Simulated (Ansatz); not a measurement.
Born–Oppenheimer molecular dynamics of a periodic cell of 16 atoms, Li (start crystal Li, start structure bcc, volume 1.05 times the crystal's). It goes on from the last frame of an earlier run, with new velocities.

All numbers below come from Ansatz 0.2.0, DFT PBE, scalar-relativistic, plane waves, PAW. Settings: cutoff 420 eV, k mesh 3x3x3, fermi-dirac smearing 0.11 eV, no spin polarisation.

| Item | Value |
| --- | --- |
| ensemble | NPT, Langevin |
| time step | 1 fs |
| steps asked | 100 |
| set temperature | 910 K |
| friction | 0.05 /fs |
| pressure | 1 GPa |
| seed | 333684 |

Frames 5 fs apart, positions in Å, forces in eV/Å.

Velocities at 30.0 fs (Å/ps):

```
Li -5.33 -0.32 -8.92
Li -5.70 15.34 -7.41
Li 4.92 -10.03 -0.63
Li -15.85 2.01 -1.33
Li 7.22 14.37 4.27
Li 1.27 13.69 -8.50
Li -0.59 1.62 14.29
Li 9.75 -17.36 15.89
Li -7.03 -0.79 -0.08
Li 5.60 32.08 -2.99
Li 1.05 9.41 5.87
Li 1.83 -13.32 -11.58
Li -4.94 -0.57 10.00
Li 4.26 -11.04 4.76
Li 9.91 5.40 2.63
Li -15.12 15.51 25.34
```

```xyz
16
Lattice="7.1347 0.0000 0.0000 0.0000 7.1347 0.0000 0.0000 0.0000 7.1347" Properties=species:S:1:pos:R:3:forces:R:3 time_fs=30.0 energy_less_start_eV=-0.093 T=922
Li -0.106 -0.431 -0.233 0.11 0.10 -0.26
Li 3.179 -0.095 -0.727 -0.21 -0.31 -0.01
Li -0.334 3.482 -0.149 -0.01 -0.04 -0.09
Li -0.072 -0.096 3.704 0.06 0.48 -0.34
Li 1.456 1.410 0.935 -0.05 0.07 0.18
Li 3.631 3.950 -0.306 0.35 0.24 0.37
Li 3.066 -0.472 3.325 0.33 0.52 -0.08
Li 4.132 1.583 1.088 0.64 -0.32 -0.04
Li 0.667 2.925 3.165 -0.36 0.18 -0.06
Li 1.998 5.122 1.458 -0.34 -0.09 -0.07
Li 2.366 2.623 5.365 -0.30 -0.64 -0.19
Li 3.893 3.208 2.959 0.04 0.39 0.42
Li 5.806 5.625 1.717 -0.44 -0.23 0.19
Li 5.273 1.218 5.407 0.04 0.49 -0.19
Li 1.392 5.337 4.844 0.01 -0.50 0.35
Li 5.103 5.426 5.076 0.13 -0.35 -0.21
16
Lattice="7.1529 0.0000 0.0000 0.0000 7.1529 0.0000 0.0000 0.0000 7.1529" Properties=species:S:1:pos:R:3:forces:R:3 time_fs=35.0 energy_less_start_eV=0.028 T=1065
Li -0.146 -0.399 -0.260 0.19 0.09 -0.05
Li 3.183 -0.008 -0.770 -0.33 -0.27 0.06
Li -0.308 3.462 -0.144 -0.07 0.04 -0.07
Li -0.108 -0.126 3.700 0.08 0.44 -0.33
Li 1.510 1.517 0.968 -0.10 -0.05 0.13
Li 3.675 4.036 -0.339 0.24 0.02 0.57
Li 3.107 -0.421 3.416 0.30 0.48 -0.13
Li 4.165 1.462 1.162 0.68 -0.29 -0.15
Li 0.648 2.955 3.165 -0.33 0.21 0.00
Li 2.013 5.282 1.427 -0.28 -0.14 -0.04
Li 2.354 2.661 5.427 -0.27 -0.59 -0.26
Li 3.949 3.162 2.922 -0.02 0.47 0.48
Li 5.744 5.630 1.768 -0.36 -0.21 0.06
Li 5.327 1.166 5.422 0.00 0.64 -0.21
Li 1.433 5.390 4.884 -0.03 -0.52 0.34
Li 5.025 5.489 5.230 0.30 -0.32 -0.41
16
Lattice="7.1704 0.0000 0.0000 0.0000 7.1704 0.0000 0.0000 0.0000 7.1704" Properties=species:S:1:pos:R:3:forces:R:3 time_fs=40.0 energy_less_start_eV=0.099 T=1024
Li -0.144 -0.367 -0.250 0.16 0.10 0.04
Li 3.205 0.065 -0.830 -0.43 -0.19 0.16
Li -0.287 3.471 -0.121 -0.14 0.09 -0.08
Li -0.144 -0.149 3.646 0.13 0.37 -0.31
Li 1.554 1.634 0.975 -0.07 -0.12 0.13
Li 3.727 4.107 -0.353 0.14 -0.20 0.65
Li 3.166 -0.359 3.488 0.18 0.38 -0.18
Li 4.199 1.339 1.212 0.69 -0.25 -0.17
Li 0.614 3.004 3.162 -0.30 0.22 0.05
Li 2.062 5.399 1.364 -0.26 -0.13 0.03
Li 2.319 2.687 5.493 -0.22 -0.51 -0.32
Li 4.012 3.154 2.904 -0.07 0.44 0.47
Li 5.668 5.607 1.775 -0.29 -0.18 -0.01
Li 5.383 1.140 5.380 0.01 0.74 -0.18
Li 1.441 5.433 4.971 -0.03 -0.45 0.25
Li 4.950 5.554 5.323 0.50 -0.28 -0.54
16
Lattice="7.1824 0.0000 0.0000 0.0000 7.1824 0.0000 0.0000 0.0000 7.1824" Properties=species:S:1:pos:R:3:forces:R:3 time_fs=45.0 energy_less_start_eV=0.024 T=1003
Li -0.159 -0.351 -0.259 0.12 0.15 0.13
Li 3.218 0.096 -0.818 -0.39 -0.14 0.13
Li -0.316 3.493 -0.088 -0.15 0.09 -0.09
Li -0.203 -0.163 3.540 0.19 0.28 -0.26
Li 1.589 1.749 0.939 0.01 -0.17 0.20
Li 3.787 4.139 -0.410 0.00 -0.37 0.69
Li 3.240 -0.311 3.548 0.03 0.29 -0.19
Li 4.277 1.203 1.249 0.63 -0.11 -0.11
Li 0.533 2.997 3.172 -0.27 0.23 0.08
Li 2.116 5.454 1.327 -0.25 -0.14 0.07
Li 2.264 2.693 5.530 -0.19 -0.44 -0.37
Li 4.051 3.156 2.916 -0.11 0.34 0.38
Li 5.552 5.570 1.755 -0.20 -0.15 -0.05
Li 5.418 1.175 5.301 -0.01 0.69 -0.11
Li 1.415 5.466 5.062 -0.01 -0.38 0.12
Li 4.941 5.581 5.364 0.60 -0.15 -0.62
16
Lattice="7.1890 0.0000 0.0000 0.0000 7.1890 0.0000 0.0000 0.0000 7.1890" Properties=species:S:1:pos:R:3:forces:R:3 time_fs=50.0 energy_less_start_eV=-0.126 T=1243
Li -0.188 -0.339 -0.266 0.13 0.22 0.19
Li 3.238 0.114 -0.832 -0.33 -0.11 0.17
Li -0.396 3.533 -0.006 -0.04 -0.02 -0.09
Li -0.262 -0.137 3.400 0.25 0.18 -0.16
Li 1.697 1.821 0.959 -0.02 -0.16 0.25
Li 3.830 4.173 -0.391 -0.11 -0.51 0.60
Li 3.257 -0.275 3.576 -0.05 0.20 -0.19
Li 4.415 1.089 1.297 0.54 0.00 -0.12
Li 0.421 2.967 3.189 -0.23 0.23 0.07
Li 2.136 5.481 1.249 -0.27 -0.11 0.15
Li 2.202 2.684 5.580 -0.14 -0.34 -0.41
Li 4.098 3.151 2.931 -0.15 0.26 0.32
Li 5.473 5.530 1.722 -0.16 -0.13 -0.01
Li 5.440 1.220 5.234 0.00 0.62 -0.06
Li 1.370 5.443 5.138 -0.01 -0.28 -0.01
Li 4.971 5.577 5.397 0.60 -0.06 -0.69
16
Lattice="7.1878 0.0000 0.0000 0.0000 7.1878 0.0000 0.0000 0.0000 7.1878" Properties=species:S:1:pos:R:3:forces:R:3 time_fs=55.0 energy_less_start_eV=-0.236 T=1195
Li -0.208 -0.306 -0.274 0.18 0.28 0.21
Li 3.233 0.092 -0.871 -0.26 -0.05 0.22
Li -0.439 3.567 0.082 0.06 -0.14 -0.11
Li -0.324 -0.087 3.268 0.30 0.08 -0.05
Li 1.874 1.927 1.001 -0.11 -0.15 0.32
Li 3.880 4.187 -0.343 -0.25 -0.61 0.44
Li 3.198 -0.252 3.554 -0.03 0.16 -0.16
Li 4.524 1.030 1.308 0.44 0.08 -0.14
Li 0.304 2.901 3.198 -0.17 0.26 0.05
Li 2.115 5.537 1.171 -0.26 -0.14 0.20
Li 2.102 2.652 5.637 -0.08 -0.25 -0.46
Li 4.164 3.155 2.992 -0.19 0.20 0.26
Li 5.423 5.481 1.666 -0.14 -0.06 0.09
Li 5.442 1.271 5.191 -0.02 0.54 -0.01
Li 1.308 5.376 5.191 -0.02 -0.19 -0.11
Li 5.016 5.563 5.407 0.55 -0.01 -0.75
16
Lattice="7.1906 0.0000 0.0000 0.0000 7.1906 0.0000 0.0000 0.0000 7.1906" Properties=species:S:1:pos:R:3:forces:R:3 time_fs=60.0 energy_less_start_eV=-0.300 T=940
Li -0.232 -0.277 -0.293 0.22 0.32 0.19
Li 3.218 0.063 -0.896 -0.21 -0.06 0.26
Li -0.451 3.573 0.174 0.12 -0.20 -0.13
Li -0.392 -0.103 3.153 0.37 0.12 0.13
Li 2.009 2.048 1.089 -0.10 -0.16 0.28
Li 3.937 4.241 -0.268 -0.40 -0.64 0.26
Li 3.178 -0.214 3.546 -0.03 0.13 -0.16
Li 4.628 0.943 1.265 0.27 0.24 -0.09
Li 0.245 2.866 3.237 -0.14 0.25 0.02
Li 2.055 5.597 1.150 -0.23 -0.16 0.22
Li 2.046 2.561 5.662 -0.02 -0.15 -0.41
Li 4.211 3.171 3.021 -0.19 0.15 0.19
Li 5.400 5.485 1.636 -0.14 -0.11 0.15
Li 5.403 1.339 5.168 0.01 0.43 0.01
Li 1.264 5.296 5.253 0.01 -0.14 -0.19
Li 5.083 5.554 5.383 0.45 -0.02 -0.73
16
Lattice="7.2095 0.0000 0.0000 0.0000 7.2095 0.0000 0.0000 0.0000 7.2095" Properties=species:S:1:pos:R:3:forces:R:3 time_fs=65.0 energy_less_start_eV=-0.302 T=994
Li -0.225 -0.241 -0.274 0.26 0.30 0.11
Li 3.183 0.058 -0.915 -0.15 -0.15 0.28
Li -0.467 3.559 0.233 0.14 -0.19 -0.12
Li -0.409 -0.132 3.063 0.42 0.17 0.28
Li 2.098 2.171 1.156 -0.06 -0.18 0.24
Li 4.000 4.323 -0.182 -0.53 -0.66 0.06
Li 3.171 -0.194 3.524 -0.01 0.12 -0.11
Li 4.735 0.864 1.205 0.07 0.41 -0.05
Li 0.202 2.862 3.278 -0.10 0.23 0.01
Li 2.011 5.610 1.203 -0.21 -0.15 0.17
Li 2.028 2.493 5.708 -0.01 -0.07 -0.39
Li 4.227 3.202 3.042 -0.18 0.12 0.14
Li 5.350 5.512 1.635 -0.06 -0.16 0.22
Li 5.352 1.433 5.153 0.05 0.27 0.06
Li 1.255 5.219 5.315 0.03 -0.07 -0.20
Li 5.177 5.564 5.389 0.34 0.01 -0.70
16
Lattice="7.2319 0.0000 0.0000 0.0000 7.2319 0.0000 0.0000 0.0000 7.2319" Properties=species:S:1:pos:R:3:forces:R:3 time_fs=70.0 energy_less_start_eV=-0.261 T=1148
Li -0.168 -0.192 -0.269 0.23 0.24 0.07
Li 3.158 0.053 -0.956 -0.12 -0.26 0.28
Li -0.451 3.534 0.314 0.11 -0.13 -0.13
Li -0.361 -0.125 2.966 0.34 0.15 0.32
Li 2.156 2.276 1.235 -0.02 -0.21 0.16
Li 4.079 4.368 -0.089 -0.61 -0.66 -0.30
Li 3.163 -0.162 3.472 0.01 0.14 -0.02
Li 4.771 0.778 1.114 -0.02 0.54 -0.01
Li 0.158 2.877 3.297 -0.07 0.21 0.03
Li 2.006 5.631 1.272 -0.20 -0.18 0.06
Li 2.027 2.428 5.755 -0.05 0.01 -0.36
Li 4.240 3.234 3.065 -0.18 0.09 0.12
Li 5.230 5.509 1.655 0.20 -0.02 0.41
Li 5.315 1.549 5.154 0.10 0.13 0.11
Li 1.226 5.138 5.350 0.08 -0.01 -0.19
Li 5.269 5.621 5.359 0.21 -0.04 -0.55
16
Lattice="7.2518 0.0000 0.0000 0.0000 7.2518 0.0000 0.0000 0.0000 7.2518" Properties=species:S:1:pos:R:3:forces:R:3 time_fs=75.0 energy_less_start_eV=-0.150 T=928
Li -0.116 -0.125 -0.304 0.17 0.19 0.05
Li 3.106 0.046 -0.999 -0.04 -0.31 0.25
Li -0.428 3.521 0.409 0.09 -0.09 -0.17
Li -0.248 -0.070 2.895 0.16 0.07 0.28
Li 2.219 2.337 1.299 -0.06 -0.19 0.10
Li 4.145 4.397 -0.054 -0.73 -0.75 -0.56
Li 3.159 -0.151 3.415 0.03 0.18 0.10
Li 4.760 0.731 1.052 0.01 0.54 0.00
Li 0.052 2.898 3.380 0.03 0.23 -0.02
Li 2.001 5.689 1.300 -0.18 -0.24 -0.04
Li 2.002 2.395 5.770 -0.06 0.03 -0.30
Li 4.240 3.211 3.117 -0.19 0.14 0.06
Li 5.110 5.488 1.655 0.45 0.20 0.69
Li 5.292 1.668 5.161 0.09 -0.02 0.23
Li 1.259 5.100 5.358 0.06 0.02 -0.17
Li 5.334 5.638 5.346 0.17 -0.01 -0.50
16
Lattice="7.2603 0.0000 0.0000 0.0000 7.2603 0.0000 0.0000 0.0000 7.2603" Properties=species:S:1:pos:R:3:forces:R:3 time_fs=80.0 energy_less_start_eV=-0.093 T=991
Li -0.026 -0.030 -0.339 0.06 0.14 0.02
Li 3.025 0.012 -0.998 0.08 -0.24 0.18
Li -0.363 3.512 0.428 0.04 -0.05 -0.15
Li -0.167 0.020 2.835 0.06 0.03 0.28
Li 2.289 2.331 1.314 -0.16 -0.18 0.05
Li 4.187 4.363 -0.042 -0.73 -0.76 -0.59
Li 3.184 -0.138 3.322 0.04 0.23 0.31
Li 4.759 0.699 1.014 0.05 0.59 -0.06
Li -0.048 2.914 3.440 0.13 0.26 -0.08
Li 1.992 5.742 1.330 -0.17 -0.33 -0.13
Li 2.009 2.425 5.726 -0.03 -0.03 -0.24
Li 4.252 3.148 3.140 -0.20 0.21 -0.01
Li 5.036 5.525 1.655 0.56 0.14 0.75
Li 5.274 1.770 5.217 0.06 -0.14 0.31
Li 1.296 5.085 5.358 0.02 0.05 -0.18
Li 5.346 5.599 5.321 0.19 0.07 -0.45
16
Lattice="7.2702 0.0000 0.0000 0.0000 7.2702 0.0000 0.0000 0.0000 7.2702" Properties=species:S:1:pos:R:3:forces:R:3 time_fs=85.0 energy_less_start_eV=-0.086 T=854
Li 0.040 0.053 -0.364 -0.05 0.11 -0.02
Li 2.925 -0.039 -0.964 0.22 -0.12 0.08
Li -0.269 3.517 0.431 -0.04 0.00 -0.15
Li -0.102 0.109 2.761 0.03 0.04 0.30
Li 2.338 2.322 1.307 -0.22 -0.19 0.04
Li 4.221 4.266 -0.016 -0.61 -0.62 -0.48
Li 3.219 -0.115 3.279 0.00 0.26 0.40
Li 4.745 0.669 0.957 0.08 0.67 -0.12
Li -0.140 2.981 3.473 0.20 0.27 -0.10
Li 1.987 5.786 1.315 -0.14 -0.40 -0.11
Li 2.002 2.466 5.664 0.03 -0.15 -0.18
Li 4.270 3.123 3.147 -0.24 0.27 -0.10
Li 5.039 5.611 1.683 0.53 -0.10 0.61
Li 5.226 1.841 5.238 0.07 -0.23 0.39
Li 1.340 5.076 5.337 -0.03 0.10 -0.19
Li 5.353 5.572 5.313 0.16 0.10 -0.37
```

Of the whole run (100 fs, mean temperature of the second half 990 K): The conserved energy stayed within 0.035 meV per atom of its start (net change -0.0019 meV per atom), so the integration is sound. A run of 0.1 ps of so small a system gives no equilibrium averages. Limits of this set-up: coarse k mesh. The cell's volume went from 357 to 393 Å³.

Run time: 23 min on 1 thread of Arm Neoverse V1 (shared host), peak memory 0.62 GiB.
